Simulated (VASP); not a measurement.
Crystal: MgSe.

```xyz
2
Lattice="0.0000 2.7255 2.7255 2.7255 0.0000 2.7255 2.7255 2.7255 0.0000" Properties=species:S:1:pos:R:3 pbc="T T T"
Se    2.7255    2.7255    2.7255
Mg    0.0000    0.0000    0.0000
```

Base run:

* Program: VASP 6.6.1
* Functional: TB-mBJ
* Potentials or basis: VASP PAW PBE potentials, release 64 (Se, Mg)
* Cutoff: 520 eV
* k mesh: 8 × 8 × 8
* Occupations: gaussian, width 0.02 eV
* Spin: no spin polarisation

Its results: band gap on the k mesh 2.79 eV, indirect (least direct gap 3.80 eV).

Q: The run is repeated on the same cell with these changes: functional from TB-mBJ to LDA; potentials or basis from VASP PAW PBE potentials, release 64 (Se, Mg) to VASP PAW LDA potentials, release 64 (Se, Mg). What comes out?

A: Band gap on the k mesh 1.65 eV, indirect (least direct gap 2.40 eV).
